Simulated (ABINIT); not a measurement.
# C (Fd-3m) in ABINIT: a series of runs

One crystal, C, is run at these levels: PBEsol, LDA-PZ, revPBE, HCTH407; tasks: equation of state, band structure.

Program: ABINIT 10.8.3 (patched build). These are calculated values, not measurements. Logs are shortened: lines on timing, memory, paths and dates and some standing lists are left out, and cuts for length are marked. The log counts tension as positive stress, the text compression.

**What was measured.**

“Equation of state of cubic boron nitride at high pressures and temperatures”, 2007, arxiv:cond-mat/0702656 quotes, for a bulk crystal of C: bulk modulus 444.8 ± 0.8 GPa.

How close the calculation comes is told below.

## (1) The structure

It takes space group Fd-3m (No. 227, cubic). Conventional cell: a = 3.567 Å, b = 3.567 Å, c = 3.567 Å, α = 90.00°, β = 90.00°, γ = 90.00°. C (site symmetry -43m) is surrounded by 4 C at 1.54 Å.

This isn't the form of C at room conditions, which is graphite.

## (2) Equation of state, PBEsol

Input file run.abi:

```
# Datasets: one volume each
ndtset 7
getwfk -1
scalecart1 3*0.9795861087
scalecart2 3*0.9864848297
scalecart3 3*0.9932883884
scalecart4 3*1.0000000000
scalecart5 3*1.0066227096
scalecart6 3*1.0131594038
scalecart7 3*1.0196128224

# Pseudopotentials
pp_dirpath "./"
pseudos "C.upf"

# Structure
acell 2.5220660407 2.5220660407 2.5220660407 Angstrom
rprim
     0.0000000000     0.7071067812     0.7071067812
     0.7071067812     0.0000000000     0.7071067812
     0.7071067812     0.7071067812     0.0000000000
ntypat 1
znucl 6
natom 2
typat 1 1
xred
     0.7500000000     0.7500000000     0.7500000000
     0.5000000000     0.5000000000     0.5000000000

# Plane-wave basis
ecut 41.0

# k points
kptopt 1
ngkpt 13 13 13
nshiftk 1
shiftk 0.0 0.0 0.0

# Exchange and correlation
ixc -116133

# Bands and occupations
nband 8
occopt 3
tsmear 0.00183747

# SCF cycle
nstep 100
tolvrs 1.0e-10

# Output
iomode 3
prtwf 1
prtden 0
prteig 0
prtebands 0
enunit 2
```

Potentials or basis: PseudoDojo NC SR PBEsol v0.4.1 standard.

Run with:

```bash
$ abinit run.abi > log 2>&1
```

run.abo:

```text
.Version 10.8.3 of ABINIT
 DATASET    1 : space group Fd -3 m (#227); Bravais cF (face-center cubic)
================================================================================
 Values of the parameters that define the memory need for DATASET  1.
     intxc =       0    ionmov =       0      iscf =       7    lmnmax =       4
     lnmax =       4     mgfft =      30  mpssoang =       2    mqgrid =    3001
     natom =       2  nloc_mem =       1    nspden =       1   nspinor =       1
    nsppol =       1      nsym =      48    n1xccc =    2501    ntypat =       1
    occopt =       3   xclevel =       2
       mpw =         918          nfft =       27000          nkpt =          84
================================================================================
================================================================================
[... 61 lines left out ...]
 DATASET    7 : space group Fd -3 m (#227); Bravais cF (face-center cubic)
================================================================================
 Values of the parameters that define the memory need for DATASET  7.
     intxc =       0    ionmov =       0      iscf =       7    lmnmax =       4
     lnmax =       4     mgfft =      30  mpssoang =       2    mqgrid =    3001
     natom =       2  nloc_mem =       1    nspden =       1   nspinor =       1
    nsppol =       1      nsym =      48    n1xccc =    2501    ntypat =       1
    occopt =       3   xclevel =       2
       mpw =        1030          nfft =       27000          nkpt =          84
================================================================================
================================================================================

--------------------------------------------------------------------------------
------------- Echo of variables that govern the present computation ------------
--------------------------------------------------------------------------------
 -outvars: echo values of preprocessed input variables --------
            acell      4.7660140884E+00  4.7660140884E+00  4.7660140884E+00 Bohr
              amu      1.20110000E+01
             ecut      4.10000000E+01 Hartree
           enunit           2
           getwfk          -1
                       outvar_i_n : Printing only first  50 k-points.
              ixc     -116133
           jdtset        1    2    3    4    5    6    7
                       outvar_i_n : Printing only first  50 k-points.
         kptrlatt       13    0    0      0   13    0      0    0   13
          kptrlen1     6.06933755E+01
          kptrlen2     6.11208078E+01
          kptrlen3     6.15423439E+01
          kptrlen4     6.19581832E+01
          kptrlen5     6.23685142E+01
          kptrlen6     6.27735159E+01
          kptrlen7     6.31733580E+01
            natom           2
            nband           8
           ndtset           7
            ngfft          30      30      30
             nkpt          84
            nstep         100
             nsym          48
           ntypat           1
                       prtocc : prtvol=0, do not print more k-points.
           occopt           3
           prtden           0
        prtebands           0
           prteig           0
            rprim1     0.0000000000E+00  6.9267198023E-01  6.9267198023E-01
                       6.9267198023E-01  0.0000000000E+00  6.9267198023E-01
                       6.9267198023E-01  6.9267198023E-01  0.0000000000E+00
            rprim2     0.0000000000E+00  6.9755011263E-01  6.9755011263E-01
                       6.9755011263E-01  0.0000000000E+00  6.9755011263E-01
                       6.9755011263E-01  6.9755011263E-01  0.0000000000E+00
            rprim3     0.0000000000E+00  7.0236095512E-01  7.0236095512E-01
                       7.0236095512E-01  0.0000000000E+00  7.0236095512E-01
                       7.0236095512E-01  7.0236095512E-01  0.0000000000E+00
            rprim4     0.0000000000E+00  7.0710678120E-01  7.0710678120E-01
                       7.0710678120E-01  0.0000000000E+00  7.0710678120E-01
                       7.0710678120E-01  7.0710678120E-01  0.0000000000E+00
            rprim5     0.0000000000E+00  7.1178974407E-01  7.1178974407E-01
                       7.1178974407E-01  0.0000000000E+00  7.1178974407E-01
                       7.1178974407E-01  7.1178974407E-01  0.0000000000E+00
            rprim6     0.0000000000E+00  7.1641188486E-01  7.1641188486E-01
                       7.1641188486E-01  0.0000000000E+00  7.1641188486E-01
                       7.1641188486E-01  7.1641188486E-01  0.0000000000E+00
            rprim7     0.0000000000E+00  7.2097514092E-01  7.2097514092E-01
                       7.2097514092E-01  0.0000000000E+00  7.2097514092E-01
                       7.2097514092E-01  7.2097514092E-01  0.0000000000E+00
          spgroup         227
           tolvrs      1.00000000E-10
           tsmear      1.83747000E-03 Hartree
            typat      1  1
                       outvars : Printing only first  50 k-points.
           xangst1     2.6204467180E+00  2.6204467180E+00  2.6204467180E+00
                       1.7469644787E+00  1.7469644787E+00  1.7469644787E+00
           xangst2     2.6389011761E+00  2.6389011761E+00  2.6389011761E+00
                       1.7592674508E+00  1.7592674508E+00  1.7592674508E+00
           xangst3     2.6571010699E+00  2.6571010699E+00  2.6571010699E+00
                       1.7714007132E+00  1.7714007132E+00  1.7714007132E+00
           xangst4     2.6750550000E+00  2.6750550000E+00  2.6750550000E+00
                       1.7833700000E+00  1.7833700000E+00  1.7833700000E+00
           xangst5     2.6927711124E+00  2.6927711124E+00  2.6927711124E+00
                       1.7951807416E+00  1.7951807416E+00  1.7951807416E+00
           xangst6     2.7102571290E+00  2.7102571290E+00  2.7102571290E+00
                       1.8068380860E+00  1.8068380860E+00  1.8068380860E+00
           xangst7     2.7275203786E+00  2.7275203786E+00  2.7275203786E+00
                       1.8183469191E+00  1.8183469191E+00  1.8183469191E+00
            xcart1     4.9519266246E+00  4.9519266246E+00  4.9519266246E+00
                       3.3012844164E+00  3.3012844164E+00  3.3012844164E+00
            xcart2     4.9868004962E+00  4.9868004962E+00  4.9868004962E+00
                       3.3245336642E+00  3.3245336642E+00  3.3245336642E+00
            xcart3     5.0211933109E+00  5.0211933109E+00  5.0211933109E+00
                       3.3474622073E+00  3.3474622073E+00  3.3474622073E+00
            xcart4     5.0551213218E+00  5.0551213218E+00  5.0551213218E+00
                       3.3700808812E+00  3.3700808812E+00  3.3700808812E+00
            xcart5     5.0885999223E+00  5.0885999223E+00  5.0885999223E+00
                       3.3923999482E+00  3.3923999482E+00  3.3923999482E+00
            xcart6     5.1216437045E+00  5.1216437045E+00  5.1216437045E+00
                       3.4144291363E+00  3.4144291363E+00  3.4144291363E+00
            xcart7     5.1542665185E+00  5.1542665185E+00  5.1542665185E+00
                       3.4361776790E+00  3.4361776790E+00  3.4361776790E+00
             xred      7.5000000000E-01  7.5000000000E-01  7.5000000000E-01
                       5.0000000000E-01  5.0000000000E-01  5.0000000000E-01
            znucl        6.00000

================================================================================

 chkinp: Checking input parameters for consistency, jdtset=   1.

 chkinp: Checking input parameters for consistency, jdtset=   2.
[... 32 lines left out ...]
 getcut : COMMENT -
  Note that boxcut > 2.2 ; recall that boxcut=Gcut(box)/Gcut(sphere) = 2
  is sufficient for exact treatment of convolution.
  Such a large boxcut is a waste : you could raise ecut
  e.g. ecut=   51.052900 Hartrees makes boxcut=2

--- Pseudopotential description ------------------------------------------------
- pspini: atom type   1  psp file is ./C.upf
12 -116133 1 -1 1248                          pspcod,pspxc,lmax,lloc,mmax
     nproj     2     2

   6.95854787E+01                                ecore*ucvol(ha*bohr**3)
--------------------------------------------------------------------------------

================================================================================

--- !BeginCycle
iteration_state: {dtset: 1, }
solver: {iscf: 7, nstep: 100, nline: 4, wfoptalg: 0, }
tolerances: {tolvrs: 1.00E-10, }
...
[... 1020 lines left out ...]
-Cartesian components of stress tensor (GPa)         [Pressure= -2.6129E+01 GPa]
- sigma(1 1)=  2.61293098E+01  sigma(3 2)=  0.00000000E+00
- sigma(2 2)=  2.61293098E+01  sigma(3 1)=  0.00000000E+00
- sigma(3 3)=  2.61293098E+01  sigma(2 1)=  0.00000000E+00

== END DATASET(S) ==============================================================
================================================================================

 -outvars: echo values of variables after computation  --------
            acell      4.7660140884E+00  4.7660140884E+00  4.7660140884E+00 Bohr
           etotal1    -1.2006453053E+01
           etotal2    -1.2007581335E+01
           etotal3    -1.2008159608E+01
           etotal4    -1.2008236245E+01
           etotal5    -1.2007856755E+01
           etotal6    -1.2007062616E+01
           etotal7    -1.2005890271E+01
            fcart1     7.1686726048E-31 -2.3895575349E-31 -1.5930383566E-31
                      -7.1686726048E-31  2.3895575349E-31  1.5930383566E-31
            fcart2    -0.0000000000E+00 -0.0000000000E+00 -0.0000000000E+00
                      -0.0000000000E+00 -0.0000000000E+00 -0.0000000000E+00
            fcart3     0.0000000000E+00  0.0000000000E+00  0.0000000000E+00
                       0.0000000000E+00  0.0000000000E+00  0.0000000000E+00
            fcart4     1.3654534642E-31  3.3161012702E-31 -6.4371377597E-31
                      -1.3654534642E-31 -3.3161012702E-31  6.4371377597E-31
            fcart5    -6.2010055203E-31  1.0851759661E-30 -6.2010055203E-31
                       6.2010055203E-31 -1.0851759661E-30  6.2010055203E-31
[... 38 lines left out ...]
                       0.0000000000E+00  0.0000000000E+00  0.0000000000E+00
           xangst1     2.6204467180E+00  2.6204467180E+00  2.6204467180E+00
                       1.7469644787E+00  1.7469644787E+00  1.7469644787E+00
           xangst2     2.6389011761E+00  2.6389011761E+00  2.6389011761E+00
                       1.7592674508E+00  1.7592674508E+00  1.7592674508E+00
           xangst3     2.6571010699E+00  2.6571010699E+00  2.6571010699E+00
                       1.7714007132E+00  1.7714007132E+00  1.7714007132E+00
           xangst4     2.6750550000E+00  2.6750550000E+00  2.6750550000E+00
                       1.7833700000E+00  1.7833700000E+00  1.7833700000E+00
           xangst5     2.6927711124E+00  2.6927711124E+00  2.6927711124E+00
                       1.7951807416E+00  1.7951807416E+00  1.7951807416E+00
           xangst6     2.7102571290E+00  2.7102571290E+00  2.7102571290E+00
                       1.8068380860E+00  1.8068380860E+00  1.8068380860E+00
           xangst7     2.7275203786E+00  2.7275203786E+00  2.7275203786E+00
                       1.8183469191E+00  1.8183469191E+00  1.8183469191E+00
             xred      7.5000000000E-01  7.5000000000E-01  7.5000000000E-01
                       5.0000000000E-01  5.0000000000E-01  5.0000000000E-01
 Calculation completed.
```

Wall time 60 s (1 thread of Arm Neoverse V2, shared host); peak memory 0.12 GiB.

What came out:

```yaml
Equilibrium_volume: 5.63 Å³/atom
Bulk_modulus: 449 GPa
Pressure_derivative_of_the_bulk_modulus: 3.7
```

Energy against volume, from the lowest point:
```
volume (Å³/atom)  energy (meV/atom)
           5.332              24.26
           5.445               8.91
           5.558               1.04
           5.672               0.00
           5.785               5.16
           5.899              15.97
           6.012              31.92
```

Caveat: pressures at fixed basis lie under the slope of the energies.

## (3) Band structure, LDA-PZ

Input file run.abi:

```
# Datasets: ground state, then fixed potential
ndtset 2

# Pseudopotentials
pp_dirpath "./"
pseudos "C.LDA_PW-JTH.xml"

# Structure
acell 3*1.0 Angstrom
rprim
     0.0000000000     1.7833700000     1.7833700000
     1.7833700000     0.0000000000     1.7833700000
     1.7833700000     1.7833700000     0.0000000000
ntypat 1
znucl 6
natom 2
typat 1 1
xcart
     5.0551213183     5.0551213183     5.0551213183
     3.3700808789     3.3700808789     3.3700808789

# Plane-wave basis
ecut 20.0
pawecutdg 40.0

# Exchange and correlation
ixc 2

# Bands and occupations
occopt 3
tsmear 0.05 eV

# SCF cycle
nstep 100

# Output
iomode 3
prtwf 0
prteig 0
prtebands 0
prtden1 1

# Dataset 1
kptopt1 1
ngkpt1 13 13 13
nshiftk1 1
shiftk1 0.0 0.0 0.0
nband1 8
tolvrs1 1.0e-9

# Dataset 2: bands along G-X-W-K-G-L-U-W-L-K
iscf2 -2
getden2 1
nband2 12
nbdbuf2 2
tolwfr2 1.0e-12
kptopt2 -9
ndivsm2 5
prteig2 1
prtvol2 -3
kptbounds2
     0.0000000000     0.0000000000     0.0000000000
     0.5000000000     0.0000000000     0.5000000000
     0.5000000000     0.2500000000     0.7500000000
     0.3750000000     0.3750000000     0.7500000000
     0.0000000000     0.0000000000     0.0000000000
     0.5000000000     0.5000000000     0.5000000000
     0.6250000000     0.2500000000     0.6250000000
     0.5000000000     0.2500000000     0.7500000000
     0.5000000000     0.5000000000     0.5000000000
     0.3750000000     0.3750000000     0.7500000000
```

Potentials or basis: JTH PAW LDA v2.0.

Run with:

```bash
$ abinit run.abi > log 2>&1
```

Wall time 6.5 s (1 thread of Arm Neoverse V2, shared host); peak memory 0.12 GiB.

The run converged. Its results:

| Item | Value |
| --- | --- |
| Free energy | -313.6660 eV |
| Pressure | -13.1 GPa |
| Band gap on the k mesh | 4.10 eV, indirect (least direct gap 5.54 eV) |
| Band gap along the path | 4.09 eV, indirect (least direct gap 5.54 eV) |

Levels at the corners of the path, in eV from the valence-band top:
```
point  band 1  band 2  band 3  band 4  band 5  band 6  band 7  band 8  band 9
    Γ  -21.32    0.00    0.00    0.00    5.54    5.54    5.54   13.52   18.98
    X  -12.61  -12.61   -6.29   -6.29    4.70    4.70   16.63   16.63   22.92
    W  -11.78  -11.78   -8.36   -8.36   10.45   10.45   12.33   12.33   21.06
    K  -12.77  -11.59   -9.36   -5.35    5.61   10.65   14.24   15.53   18.48
    Γ  -21.32    0.00    0.00    0.00    5.54    5.54    5.54   13.52   18.98
    L  -15.49  -13.35   -2.79   -2.79    8.39    8.39    8.99   15.40   21.52
    U  -12.77  -11.59   -9.36   -5.35    5.61   10.65   14.24   15.53   18.48
    W  -11.78  -11.78   -8.36   -8.36   10.45   10.45   12.33   12.33   21.06
    L  -15.49  -13.35   -2.79   -2.79    8.39    8.39    8.99   15.40   21.52
    K  -12.77  -11.59   -9.36   -5.35    5.61   10.65   14.24   15.53   18.48
```

Caveat: the atomic spheres overlap.

[end of part 1 of 2]
